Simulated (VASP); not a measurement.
Here is a VASP 6.6.1 calculation.

INCAR

```
SYSTEM = W
ALGO = Fast
EDIFF = 1E-7
ENCUT = 250
GGA = PE
ISIF = 2
ISMEAR = 0
LASPH = .True.
LCHARG = .False.
LREAL = .False.
LWAVE = .False.
NBANDS = 13
NELM = 100
PREC = Accurate
SIGMA = 0.1
```

Contents of KPOINTS:

```
k-points
0
Gamma
  14 14 14
  0 0 0
```

Contents of POSCAR:

```
W
1.0
   -1.5823450000      1.5823450000      1.5823450000
    1.5823450000     -1.5823450000      1.5823450000
    1.5823450000      1.5823450000     -1.5823450000
W
1
Direct
    0.0000000000      0.0000000000      0.0000000000
```

Potentials or basis: VASP PAW PBE potentials, release 64 (W_sv).

The run is started by

```bash
$ cat potpaw_PBE.64/W_sv/POTCAR > POTCAR
$ mpirun -np 1 vasp_std > vasp.out
```

Question: Predict the band gap on the k mesh.

Answer: None (metal or under the smearing width).

 Spin-orbit coupling is left out, which matters for the levels of W.
